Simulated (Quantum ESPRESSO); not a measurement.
# Mg (P6_3/mmc) in Quantum ESPRESSO: a series of runs, part 2 of 2

Quantum ESPRESSO 7.5. The steps go on from the part before.

## 3. Band structure, PBEsol

Contents of pw.in:

```
&CONTROL
  calculation = 'scf'
  prefix = 'pwscf'
  outdir = './tmp'
  pseudo_dir = './pseudo'
  tprnfor = .true.
  tstress = .true.
  disk_io = 'low'
/
&SYSTEM
  ibrav = 0
  celldm(1) = 8
  nat = 2
  ntyp = 1
  ecutwfc = 70
  nbnd = 16
  input_dft = 'pbesol'
  occupations = 'smearing'
  smearing = 'fd'
  degauss = 0.00367493
/
&ELECTRONS
  conv_thr = 4d-10
  electron_maxstep = 120
  mixing_beta = 0.5
/
ATOMIC_SPECIES
Mg    24.3050 Mg_ONCV_PBE-1.2.upf
CELL_PARAMETERS alat
  0.7580872564702   0.0000000000000   0.0000000000000
 -0.3790436282351   0.6565228223966   0.0000000000000
  0.0000000000000   0.0000000000000   1.2307550033922
ATOMIC_POSITIONS crystal
Mg     0.6666666667    0.3333333333    0.7500000000
Mg     0.3333333333    0.6666666667    0.2500000000
K_POINTS automatic
10 10 5 0 0 0
```

Contents of bands.in:

```
&CONTROL
  calculation = 'bands'
  prefix = 'pwscf'
  outdir = './tmp'
  pseudo_dir = './pseudo'
  disk_io = 'low'
  verbosity = 'high'
/
&SYSTEM
  ibrav = 0
  celldm(1) = 8
  nat = 2
  ntyp = 1
  ecutwfc = 70
  nbnd = 16
  input_dft = 'pbesol'
  occupations = 'smearing'
  smearing = 'fd'
  degauss = 0.00367493
/
&ELECTRONS
  conv_thr = 1d-08
  electron_maxstep = 120
  mixing_beta = 0.5
  diago_full_acc = .true.
  startingwfc = 'random'
/
ATOMIC_SPECIES
Mg    24.3050 Mg_ONCV_PBE-1.2.upf
CELL_PARAMETERS alat
  0.7580872564702   0.0000000000000   0.0000000000000
 -0.3790436282351   0.6565228223966   0.0000000000000
  0.0000000000000   0.0000000000000   1.2307550033922
ATOMIC_POSITIONS crystal
Mg     0.6666666667    0.3333333333    0.7500000000
Mg     0.3333333333    0.6666666667    0.2500000000
K_POINTS crystal
60
 0.0000000000  0.0000000000  0.0000000000 1
 0.0714285714  0.0000000000  0.0000000000 1
 0.1428571429  0.0000000000  0.0000000000 1
 0.2142857143  0.0000000000  0.0000000000 1
 0.2857142857  0.0000000000  0.0000000000 1
 0.3571428571  0.0000000000  0.0000000000 1
 0.4285714286  0.0000000000  0.0000000000 1
 0.5000000000  0.0000000000  0.0000000000 1
 0.4583333333  0.0833333333  0.0000000000 1
 0.4166666667  0.1666666667  0.0000000000 1
 0.3750000000  0.2500000000  0.0000000000 1
 0.3333333333  0.3333333333  0.0000000000 1
 0.2962962963  0.2962962963  0.0000000000 1
 0.2592592593  0.2592592593  0.0000000000 1
 0.2222222222  0.2222222222  0.0000000000 1
 0.1851851852  0.1851851852  0.0000000000 1
 0.1481481481  0.1481481481  0.0000000000 1
 0.1111111111  0.1111111111  0.0000000000 1
 0.0740740741  0.0740740741  0.0000000000 1
 0.0370370370  0.0370370370  0.0000000000 1
 0.0000000000  0.0000000000  0.0000000000 1
 0.0000000000  0.0000000000  0.1250000000 1
 0.0000000000  0.0000000000  0.2500000000 1
 0.0000000000  0.0000000000  0.3750000000 1
 0.0000000000  0.0000000000  0.5000000000 1
 0.0625000000  0.0000000000  0.5000000000 1
 0.1250000000  0.0000000000  0.5000000000 1
 0.1875000000  0.0000000000  0.5000000000 1
 0.2500000000  0.0000000000  0.5000000000 1
 0.3125000000  0.0000000000  0.5000000000 1
 0.3750000000  0.0000000000  0.5000000000 1
 0.4375000000  0.0000000000  0.5000000000 1
 0.5000000000  0.0000000000  0.5000000000 1
 0.4666666667  0.0666666667  0.5000000000 1
 0.4333333333  0.1333333333  0.5000000000 1
 0.4000000000  0.2000000000  0.5000000000 1
 0.3666666667  0.2666666667  0.5000000000 1
 0.3333333333  0.3333333333  0.5000000000 1
 0.3030303030  0.3030303030  0.5000000000 1
 0.2727272727  0.2727272727  0.5000000000 1
 0.2424242424  0.2424242424  0.5000000000 1
 0.2121212121  0.2121212121  0.5000000000 1
 0.1818181818  0.1818181818  0.5000000000 1
 0.1515151515  0.1515151515  0.5000000000 1
 0.1212121212  0.1212121212  0.5000000000 1
 0.0909090909  0.0909090909  0.5000000000 1
 0.0606060606  0.0606060606  0.5000000000 1
 0.0303030303  0.0303030303  0.5000000000 1
 0.0000000000  0.0000000000  0.5000000000 1
 0.5000000000  0.0000000000  0.5000000000 1
 0.5000000000  0.0000000000  0.3750000000 1
 0.5000000000  0.0000000000  0.2500000000 1
 0.5000000000  0.0000000000  0.1250000000 1
 0.5000000000  0.0000000000  0.0000000000 1
 0.3333333333  0.3333333333  0.0000000000 1
 0.3333333333  0.3333333333  0.1000000000 1
 0.3333333333  0.3333333333  0.2000000000 1
 0.3333333333  0.3333333333  0.3000000000 1
 0.3333333333  0.3333333333  0.4000000000 1
 0.3333333333  0.3333333333  0.5000000000 1
```

Potentials or basis: SG15 PBE 1.2.

On the command line:

```bash
> OMP_NUM_THREADS=1 pw.x -in pw.in > pw.out
> OMP_NUM_THREADS=1 pw.x -in bands.in > bands.out
```

pw.out:

```text
This program is part of the open-source Quantum ESPRESSO suite
     for quantum simulation of materials; please cite
         "P. Giannozzi et al., J. Phys.:Condens. Matter 21 395502 (2009);
         "P. Giannozzi et al., J. Phys.:Condens. Matter 29 465901 (2017);
         "P. Giannozzi et al., J. Chem. Phys. 152 154105 (2020);
     in publications or presentations arising from this work. More details at

     IMPORTANT: XC functional enforced from input :
     Exchange-correlation= PBESOL
                           (   1   4  10   8   0   0   0)
     Any further DFT definition will be discarded
     Please, verify this is what you really want

     Message from routine setup:
     using ibrav=0 with symmetry is DISCOURAGED, use correct ibrav instead

     G-vector sticks info
     --------------------
     sticks:   dense  smooth     PW     G-vecs:    dense   smooth      PW
     Sum         703     703    211                24791    24791    3971

     Using Slab Decomposition

     bravais-lattice index     =            0
     lattice parameter (alat)  =       8.0000  a.u.
     unit-cell volume          =     313.6249 (a.u.)^3
     number of atoms/cell      =            2
     number of atomic types    =            1
     number of electrons       =        20.00
     number of Kohn-Sham states=           16
     kinetic-energy cutoff     =      70.0000  Ry
     charge density cutoff     =     280.0000  Ry
     scf convergence threshold =      4.0E-10
     mixing beta               =       0.5000
     number of iterations used =            8  plain     mixing
     Exchange-correlation= PBESOL
                           (   1   4  10   8   0   0   0)

     celldm(1)=   8.000000  celldm(2)=   0.000000  celldm(3)=   0.000000
     celldm(4)=   0.000000  celldm(5)=   0.000000  celldm(6)=   0.000000

     crystal axes: (cart. coord. in units of alat)
               a(1) = (   0.758087   0.000000   0.000000 )
               a(2) = (  -0.379044   0.656523   0.000000 )
               a(3) = (   0.000000   0.000000   1.230755 )

     reciprocal axes: (cart. coord. in units 2 pi/alat)
               b(1) = (  1.319109  0.761588 -0.000000 )
               b(2) = (  0.000000  1.523176  0.000000 )
               b(3) = (  0.000000 -0.000000  0.812509 )

     PseudoPot. # 1 for Mg read from file:
     Mg_ONCV_PBE-1.2.upf
     Pseudo is Norm-conserving, Zval = 10.0
     Generated using ONCVPSP code by D. R. Hamann
     Using radial grid of  602 points,  4 beta functions with:
                l(1) =   0
                l(2) =   0
                l(3) =   1
                l(4) =   1

     atomic species   valence    mass     pseudopotential
     Mg               10.00    24.30500     Mg( 1.00)

     24 Sym. Ops., with inversion, found (12 have fractional translation)

   Cartesian axes

     site n.     atom                  positions (alat units)
         1        Mg     tau(   1) = (   0.3790436   0.2188409   0.9230663  )
         2        Mg     tau(   2) = (  -0.0000000   0.4376819   0.3076888  )

     number of k points=    42  Fermi-Dirac smearing, width (Ry)=  0.0037
                       cart. coord. in units 2pi/alat
        k(    1) = (   0.0000000   0.0000000   0.0000000), wk =   0.0040000
        k(    2) = (   0.0000000   0.0000000   0.1625019), wk =   0.0080000
        k(    3) = (   0.0000000   0.0000000   0.3250038), wk =   0.0080000
        k(    4) = (   0.0000000   0.1523176   0.0000000), wk =   0.0240000
        k(    5) = (   0.0000000   0.1523176   0.1625019), wk =   0.0480000
        k(    6) = (   0.0000000   0.1523176   0.3250038), wk =   0.0480000
[... 34 lines left out ...]
        k(   41) = (   0.3957328   0.6854293   0.1625019), wk =   0.0480000
        k(   42) = (   0.3957328   0.6854293   0.3250038), wk =   0.0480000

     Dense  grid:    24791 G-vectors     FFT dimensions: (  36,  36,  54)

     Initial potential from superposition of free atoms

     starting charge      19.8692, renormalised to      20.0000
     Starting wfcs are random

     Self-consistent Calculation

     iteration #  1     ecut=    70.00 Ry     beta= 0.50
     Davidson diagonalization with overlap
     ethr =  1.00E-02,  avg # of iterations =  8.0

     Threshold (ethr) on eigenvalues was too large:
     Diagonalizing with lowered threshold

     Davidson diagonalization with overlap
     ethr =  1.40E-04,  avg # of iterations =  3.8

     total energy              =    -216.90326379 Ry
     estimated scf accuracy    <       0.02268673 Ry
[... 36 lines left out ...]
     iteration #  7     ecut=    70.00 Ry     beta= 0.50
     Davidson diagonalization with overlap
     ethr =  1.19E-11,  avg # of iterations =  2.0

     End of self-consistent calculation

          k = 0.0000 0.0000 0.0000 (  3027 PWs)   bands (ev):

   -69.7968 -69.7948 -36.5743 -36.5482 -36.5482 -36.5435 -36.5435 -36.5429
    -0.8451   4.3805   4.7985  16.9283  16.9283  17.0251  17.0251  17.8161
[... 68 lines left out ...]
   -69.7951 -69.7947 -36.5716 -36.5696 -36.5538 -36.5521 -36.5502 -36.5499
     3.0937   4.1437   6.8608   7.8777  12.3423  13.7748  14.1999  14.7149

          k = 0.0000-0.7616 0.0000 (  3118 PWs)   bands (ev):

   -69.7950 -69.7944 -36.5710 -36.5664 -36.5609 -36.5553 -36.5507 -36.5479
     3.9197   3.9225   8.6887   9.0546   9.2876   9.7096  12.8611  14.2461

          k = 0.0000-0.7616 0.1625 (  3112 PWs)   bands (ev):

   -69.7949 -69.7945 -36.5725 -36.5683 -36.5580 -36.5546 -36.5502 -36.5486
     4.1225   4.1323   7.3202   7.3340  11.3280  11.3994  13.0482  14.5452

          k = 0.0000-0.7616 0.3250 (  3106 PWs)   bands (ev):

   -69.7947 -69.7946 -36.5735 -36.5717 -36.5534 -36.5527 -36.5505 -36.5504
     4.6995   4.7224   5.9221   5.9581  13.3339  13.6103  13.7409  14.5494

          k = 0.1319 0.2285 0.0000 (  3092 PWs)   bands (ev):
[... 116 lines left out ...]
   -69.7945 -69.7945 -36.5685 -36.5682 -36.5621 -36.5596 -36.5501 -36.5492
     5.1067   5.9985   6.8633   7.1727   8.1948   8.3638  14.7021  16.3551

     the Fermi energy is     6.0695 ev

!    total energy              =    -216.90339251 Ry
     estimated scf accuracy    <          8.3E-11 Ry
     smearing contrib. (-TS)   =      -0.00087246 Ry
     internal energy E=F+TS    =    -216.90252005 Ry

     The total energy is F=E-TS. E is the sum of the following terms:
     one-electron contribution =    -148.84145983 Ry
     hartree contribution      =      66.35908792 Ry
     xc contribution           =     -27.30382493 Ry
     ewald contribution        =    -107.11632322 Ry

     convergence has been achieved in   7 iterations

     Forces acting on atoms (cartesian axes, Ry/au):

     atom    1 type  1   force =     0.00000000    0.00000000    0.00000000
     atom    2 type  1   force =     0.00000000    0.00000000    0.00000000

     Total force =     0.000000     Total SCF correction =     0.000000

     Computing stress (Cartesian axis) and pressure

          total   stress  (Ry/bohr**3)                   (kbar)     P=      -10.34
  -0.00009666  -0.00000000   0.00000000          -14.22       -0.00        0.00
  -0.00000000  -0.00009666   0.00000000           -0.00      -14.22        0.00
   0.00000000   0.00000000  -0.00001764            0.00        0.00       -2.59

=------------------------------------------------------------------------------=
   JOB DONE.
=------------------------------------------------------------------------------=
```

Wall time 62 s (1 thread of Arm Neoverse V1, shared host); peak memory 0.08 GiB.

Results:

```
Free energy            : -2951.1210 eV
Pressure               : -1.0 GPa
Band gap on the k mesh : none (metal or under the smearing width)
```

Levels at the corners of the path, in eV from the Fermi level:
| point | band 7 | band 8 | band 9 | band 10 | band 11 | band 12 | band 13 | band 14 |
| --- | --- | --- | --- | --- | --- | --- | --- | --- |
| Γ | -42.61 | -42.61 | -6.91 | -1.69 | -1.27 | 10.86 | 10.86 | 10.96 |
| M | -42.62 | -42.62 | -2.15 | -2.15 | 2.62 | 2.99 | 3.22 | 3.64 |
| K | -42.62 | -42.62 | -0.64 | -0.61 | -0.61 | 4.08 | 4.08 | 4.26 |
| Γ | -42.61 | -42.61 | -6.91 | -1.69 | -1.27 | 10.86 | 10.86 | 10.96 |
| A | -42.62 | -42.62 | -5.53 | -5.53 | 4.97 | 4.97 | 11.61 | 11.61 |
| L | -42.62 | -42.62 | -1.11 | -1.11 | -0.48 | -0.48 | 7.96 | 7.96 |
| H | -42.62 | -42.62 | 0.18 | 0.18 | 0.65 | 0.65 | 1.49 | 1.49 |
| A | -42.62 | -42.62 | -5.53 | -5.53 | 4.97 | 4.97 | 11.61 | 11.61 |
| L | -42.62 | -42.62 | -1.11 | -1.11 | -0.48 | -0.48 | 7.96 | 7.96 |
| M | -42.62 | -42.62 | -2.15 | -2.15 | 2.62 | 2.99 | 3.22 | 3.64 |
| K | -42.62 | -42.62 | -0.64 | -0.61 | -0.61 | 4.08 | 4.08 | 4.26 |
| H | -42.62 | -42.62 | 0.18 | 0.18 | 0.65 | 0.65 | 1.49 | 1.49 |

Caveat: the potentials were made for another functional, which shifts forces and pressure.

## 4. Band structure, PBE

pw.in: that of step 3 with these lines changed.

```diff
@@ -16,3 +16,2 @@
   nbnd = 16
-  input_dft = 'pbesol'
   occupations = 'smearing'
```

bands.in: that of step 3 with these lines changed.

```diff
@@ -15,3 +15,2 @@
   nbnd = 16
-  input_dft = 'pbesol'
   occupations = 'smearing'
```

On the command line:

```bash
> OMP_NUM_THREADS=1 pw.x -in pw.in > pw.out
> OMP_NUM_THREADS=1 pw.x -in bands.in > bands.out
```

Run time: 61 s. Hardware: 1 thread of Arm Neoverse V1, shared host; peak memory 0.08 GiB.

The run converged. Its results:

* Free energy: -2956.6264 eV
* Pressure: -0.7 GPa
* Band gap on the k mesh: none (metal or under the smearing width)

Stress tensor (GPa, compression positive):
```
-1.08  0.00  0.00
 0.00 -1.08  0.00
 0.00  0.00  0.09
```

Levels at the corners of the path, in eV from the Fermi level:
```
point  band 7  band 8  band 9  band 10  band 11  band 12  band 13  band 14
    Γ  -42.84  -42.84   -6.91    -1.69    -1.27    10.86    10.86    10.94
    M  -42.84  -42.84   -2.15    -2.15     2.62     2.99     3.22     3.64
    K  -42.85  -42.85   -0.63    -0.62    -0.62     4.08     4.08     4.26
    Γ  -42.84  -42.84   -6.91    -1.69    -1.27    10.86    10.86    10.94
    A  -42.84  -42.84   -5.52    -5.52     4.97     4.97    11.62    11.62
    L  -42.84  -42.84   -1.11    -1.11    -0.47    -0.47     7.95     7.95
    H  -42.84  -42.84    0.18     0.18     0.65     0.65     1.49     1.49
    A  -42.84  -42.84   -5.52    -5.52     4.97     4.97    11.62    11.62
    L  -42.84  -42.84   -1.11    -1.11    -0.47    -0.47     7.95     7.95
    M  -42.84  -42.84   -2.15    -2.15     2.62     2.99     3.22     3.64
    K  -42.85  -42.85   -0.63    -0.62    -0.62     4.08     4.08     4.26
    H  -42.84  -42.84    0.18     0.18     0.65     0.65     1.49     1.49
```

## 5. Band structure, RPBE

pw.in: that of step 4 with these lines changed.

```diff
@@ -16,2 +16,3 @@
   nbnd = 16
+  input_dft = 'rpbe'
   occupations = 'smearing'
```

bands.in: that of step 4 with these lines changed.

```diff
@@ -15,2 +15,3 @@
   nbnd = 16
+  input_dft = 'rpbe'
   occupations = 'smearing'
```

On the command line:

```bash
> OMP_NUM_THREADS=1 pw.x -in pw.in > pw.out
> OMP_NUM_THREADS=1 pw.x -in bands.in > bands.out
```

Wall time 61 s (1 thread of Arm Neoverse V1, shared host); peak memory 0.08 GiB.

Results (log left out):

* Free energy: -2959.2130 eV
* Pressure: 0.5 GPa
* Band gap on the k mesh: none (metal or under the smearing width)

Stress tensor (GPa, compression positive):
```
0.20 0.00 0.00
0.00 0.20 0.00
0.00 0.00 1.24
```

Levels at the corners of the path, in eV from the Fermi level:
```tsv
point	band 6	band 7	band 8	band 9	band 10	band 11	band 12	band 13	band 14	band 15
Γ	-43.04	-43.04	-43.04	-6.90	-1.72	-1.23	10.87	10.87	11.00	11.00
M	-43.06	-43.05	-43.05	-2.17	-2.13	2.61	2.96	3.24	3.66	6.81
K	-43.06	-43.06	-43.06	-0.67	-0.61	-0.61	4.07	4.07	4.26	4.76
Γ	-43.04	-43.04	-43.04	-6.90	-1.72	-1.23	10.87	10.87	11.00	11.00
A	-43.05	-43.05	-43.05	-5.52	-5.52	4.98	4.98	11.63	11.63	11.63
L	-43.05	-43.05	-43.05	-1.14	-1.14	-0.45	-0.45	7.96	7.96	7.98
H	-43.06	-43.05	-43.05	0.15	0.15	0.62	0.62	1.56	1.56	10.84
A	-43.05	-43.05	-43.05	-5.52	-5.52	4.98	4.98	11.63	11.63	11.63
L	-43.05	-43.05	-43.05	-1.14	-1.14	-0.45	-0.45	7.96	7.96	7.98
M	-43.06	-43.05	-43.05	-2.17	-2.13	2.61	2.96	3.24	3.66	6.81
K	-43.06	-43.06	-43.06	-0.67	-0.61	-0.61	4.07	4.07	4.26	4.76
H	-43.06	-43.05	-43.05	0.15	0.15	0.62	0.62	1.56	1.56	10.84
```

Caveat: the potentials were made for another functional, which shifts forces and pressure.

## 6. Band structure, AM05

pw.in: that of step 5 with these lines changed.

```diff
@@ -16,3 +16,3 @@
   nbnd = 16
-  input_dft = 'rpbe'
+  input_dft = 'XC-000I-000I-120L-135L-000I-000I'
   occupations = 'smearing'
```

bands.in: that of step 5 with these lines changed.

```diff
@@ -15,3 +15,3 @@
   nbnd = 16
-  input_dft = 'rpbe'
+  input_dft = 'XC-000I-000I-120L-135L-000I-000I'
   occupations = 'smearing'
```

Potentials or basis: SG15 PBE 1.2.

On the command line:

```bash
> OMP_NUM_THREADS=1 pw.x -in pw.in > pw.out
> OMP_NUM_THREADS=1 pw.x -in bands.in > bands.out
```

Run time: 62 s. Hardware: 1 thread of Arm Neoverse V1, shared host; peak memory 0.08 GiB.

It converged, with:

| Quantity | Value |
| --- | --- |
| Free energy | -2949.2964 eV |
| Pressure | -0.8 GPa |
| Band gap on the k mesh | none (metal or under the smearing width) |

Stress tensor (GPa, compression positive):
```
-1.19  0.00  0.00
 0.00 -1.19  0.00
 0.00  0.00 -0.10
```

Levels at the corners of the path, in eV from the Fermi level:
```csv
point,band 7,band 8,band 9,band 10,band 11,band 12,band 13,band 14
Γ,-42.59,-42.59,-6.92,-1.71,-1.25,10.86,10.86,10.99
M,-42.60,-42.59,-2.17,-2.13,2.62,2.95,3.23,3.66
K,-42.60,-42.60,-0.67,-0.60,-0.60,4.09,4.09,4.26
Γ,-42.59,-42.59,-6.92,-1.71,-1.25,10.86,10.86,10.99
A,-42.59,-42.59,-5.53,-5.53,4.98,4.98,11.62,11.62
L,-42.60,-42.60,-1.12,-1.12,-0.47,-0.47,7.96,7.96
H,-42.59,-42.59,0.19,0.19,0.61,0.61,1.52,1.52
A,-42.59,-42.59,-5.53,-5.53,4.98,4.98,11.62,11.62
L,-42.60,-42.60,-1.12,-1.12,-0.47,-0.47,7.96,7.96
M,-42.60,-42.59,-2.17,-2.13,2.62,2.95,3.23,3.66
K,-42.60,-42.60,-0.67,-0.60,-0.60,4.09,4.09,4.26
H,-42.59,-42.59,0.19,0.19,0.61,0.61,1.52,1.52
```

Caveat: the potentials were made for another functional, which shifts forces and pressure.

## 7. Overview

```tsv
level	form of the LDA correlation	gap on the mesh (eV)	pressure (GPa)
LDA	PZ81	none	-2.8
PBEsol	-	none	-1.0
PBE	-	none	-0.7
RPBE	-	none	0.5
AM05	-	none	-0.8
```

Alike in all rows: task band structure; potentials or basis SG15 PBE 1.2; no spin polarisation; cell as given; k mesh 10 × 10 × 5; cutoff (eV) 952; smearing fermi-dirac 0.05 eV.

Every run on the cell as given and a fine mesh finds a metal. The pressure there spans -2.8 GPa (LDA) to 0.5 GPa (RPBE); a positive pressure means that this level wants a larger cell, a negative one a smaller.

Caveats: the potentials were made for another functional, which shifts forces and pressure (some runs).

Absolute energies hang on the potentials; compare differences alone.
